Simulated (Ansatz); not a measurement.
# AlN: a line through an energy map

How does the energy of AlN (F-43m, No. 216; 8 atoms in the cell) vary with shift of Al1 along [0 0 1], at shift of Al1 along [1 1 0] = −0.504 Å?

Program: Ansatz 0.2.0. Level of theory: DFT PBEsol, scalar-relativistic, plane waves, PAW. These are calculated values, not measurements.

17 further runs of the same task are left out: 17 set aside as unsound or not needed. Runs told in other sessions of the task aren't counted.

### Step 1. The system as given

The structure is cubic, space group F-43m (No. 216). Conventional cell: a = 4.377 Å, b = 4.377 Å, c = 4.377 Å, α = 90.00°, β = 90.00°, γ = 90.00°. Around Al (site symmetry -43m) lie 4 N at 1.90 Å. N (site symmetry -43m) has 4 Al at 1.90 Å in its first shell of neighbours.

Coordinates:

```cif
data_structure
_symmetry_space_group_name_H-M 'P 1'
_symmetry_Int_Tables_number 1
_cell_length_a 3.0951
_cell_length_b 3.0951
_cell_length_c 3.0951
_cell_angle_alpha 60.000
_cell_angle_beta 60.000
_cell_angle_gamma 60.000
_cell_volume 20.97
loop_
_atom_site_label
_atom_site_type_symbol
_atom_site_fract_x
_atom_site_fract_y
_atom_site_fract_z
_atom_site_occupancy
Al1 Al 0.00000 0.00000 0.00000 1
N1 N 0.75000 0.75000 0.75000 1
```

It goes back to an entry of the Materials Project, which need not be the stable form.

It is the result of an earlier relaxation at this level (volume 10.48 Å³/atom; gap on the mesh: 3.19 eV).

### Step 2. The scan

Atoms count from 1 in the order of the input.

One atom moved over a plane, all else fixed.

The axes are (1) shift of Al1 along [1 1 0]: 11 values from −0.630 Å; (2) shift of Al1 along [0 0 1]: 11 values from −0.630 Å.

Nothing else is relaxed (all other atoms fixed). Energies count from the relaxed crystal. Points are written as (first, second).

### Step 3. The run at (−0.504 Å, −0.630 Å)

input.yaml reads:

```yaml
crystal:
  lattice:
    - [4.3771405283, 0.0, 0.0]
    - [0.0, -4.3771405283, 0.0]
    - [0.0, 0.0, -4.3771405283]
  atoms:
    - { symbol: Al, position: [-0.0814188659, 0.1439295805, -0.0814188659] }
    - { symbol: Al, position: [0.5, 0.5, 0.0] }
    - { symbol: Al, position: [0.5, 0.0, 0.5] }
    - { symbol: Al, position: [0.0, 0.5, 0.5] }
    - { symbol: "N", position: [0.75, 0.75, 0.75] }
    - { symbol: "N", position: [0.25, 0.25, 0.75] }
    - { symbol: "N", position: [0.25, 0.75, 0.25] }
    - { symbol: "N", position: [0.75, 0.25, 0.25] }
basis:
  ecutwfc: 420
kpoints:
  mp_grid: { grid: [6, 6, 6] }
hamiltonian:
  xc: pbesol
  pseudopotentials: { kind: paw, azcp: { folder: soft_1 } }
scf:
  occupations: { method: gaussian, width: 0.05 }
output:
  forces: true
  stress: true
  eigenvalues: true
```

The run is started by

```bash
$ ansatz run input.yaml --threads 2 --pin off --max-ram 4096MiB --backend cpu --events-out ev --progress --plain --runs-dir out
```

Further runs follow: the other points of the line.

What does the calculation give? Wanted: for each run, shift of Al1 along [0 0 1]; energy; slope; pressure; largest force on an atom.

The runs gave:

```
shift of Al1 along [0 0 1] (Å)  step  energy (eV)  slope (eV per Å)  pressure (GPa)  band gap on the k-mesh (eV)  largest force on an atom (eV/Å)
                        −0.630     3          3.9              −7.4             9.4                         0.00                                8
                        −0.504     –          3.1              −6.1             7.2                         0.00                                7
                        −0.378     4          2.4              −4.0             5.7                         0.00                                6
                        −0.252     5          2.1              −0.8             5.4                         0.00                                7
                        −0.126     6          2.3               3.4             6.7                         0.27                               10
                         0.000     7          3.0               8.6             9.8                         0.78                               16
                         0.126     8          4.5              14.9            15.0                         1.26                               25
                         0.252     9          6.8              22.1            22.5                         1.68                               37
                         0.378    10         10.1              29.4            32.3                         1.86                               52
                         0.504    11         14.2              35.6            43.9                         1.40                               69
                         0.630    12         18.9              38.7            56.2                         1.00                               89
```

Energies count from the relaxed crystal. Rows without a step come from runs not printed here or follow by symmetry. Slopes come from the forces (and the stress, where the cell changes), not from differences of energies.

What this shows: Of the points computed the energy is lowest at −0.252 Å, 2.1 eV from the zero. A fit to energies and slopes at the lowest point and its two neighbours puts the minimum at −0.2255 Å, with a curvature of about 31 eV per Å². The highest point computed, at 0.630 Å, lies 16.8 eV above the lowest. The gap on the mesh reads zero on part of the line; semilocal functionals close small gaps early. This is one cut through a surface in two coordinates; the map's lowest point lies off it. A rigid map gives upper bounds: relaxing the other coordinates can only lower a point. The host is rigid and the atom is kept to this plane, so wells and barriers of the map are not those of diffusion. The gap on the mesh closes on part of the grid. Spin polarisation is off in the runs that give these values; a magnetic solution could lie lower. Where forces pass 15 eV/Å atoms stand far too close, the PAW spheres overlap strongly and those numbers are rough.
